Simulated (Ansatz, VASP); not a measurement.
**PbSe in VASP and in Ansatz**

The input INCAR:

```
  PREC = Accurate
  ENCUT = 520
  EDIFF = 1E-7
  ISMEAR = -1
  SIGMA = 0.05
  LREAL = False
  LASPH = True
  NELM = 60
  ALGO = Normal
  ISIF = 2
  LWAVE = False
  LCHARG = False
  GGA = PE
  NBANDS = 17
```

KPOINTS

```
Automatic mesh
0
Gamma
  7 7 7
```

File POSCAR:

```
PbSe
1.0
    3.7843220000      0.0000000000      0.0000000000
    0.0000000000      3.7843220000      0.0000000000
    0.0000000000      0.0000000000      3.7843220000
Pb Se
1 1
Direct
    0.0000000000      0.0000000000      0.0000000000
    0.5000000000      0.5000000000      0.5000000000
```

input.yaml

```yaml
crystal:
  lattice:
    - [3.784322, 0.0, 0.0]
    - [0.0, 3.784322, 0.0]
    - [0.0, 0.0, 3.784322]
  atoms:
    - { symbol: Pb, position: [0.0, 0.0, 0.0] }
    - { symbol: Se, position: [0.5, 0.5, 0.5] }
kpoints:
  mp_grid: { grid: [7, 7, 7] }
scf:
  occupations: { method: fermi_dirac, width: 0.05 }
hamiltonian:
  xc: pbe
  pseudopotentials: { kind: all_electron, lapw: { basis_error: 0.001 } }
output:
  forces: true
  stress: true
  eigenvalues: true
  populations: true
```

Measurements of this composition are mostly on another form, of space group No. 225.

Alike in both runs: task single point; functional PBE; k mesh 7 × 7 × 7; occupations fermi-dirac, width 0.05 eV; no spin polarisation.

```csv
,VASP,Ansatz
version,VASP 6.6.1,Ansatz 0.2.0
potentials or method,"VASP PAW PBE potentials, release 64 (Pb_d, Se)","all-electron LAPW, scalar-relativistic"
plane-wave cutoff (eV),520,see its input
```

|  | VASP | Ansatz | Ansatz less VASP |
| --- | --- | --- | --- |
| gap on the k mesh at the Fermi level (eV) | none | none | - |
| pressure (GPa) | -0.2 | -0.2 | +0.02 |

A gap of «none» marks a metal or a gap that the smearing closes. Ansatz ran all-electron here, so the differences hold the error of VASP's frozen core and of both bases.

The runs have no spin-orbit coupling, so splittings on Pb are missing.
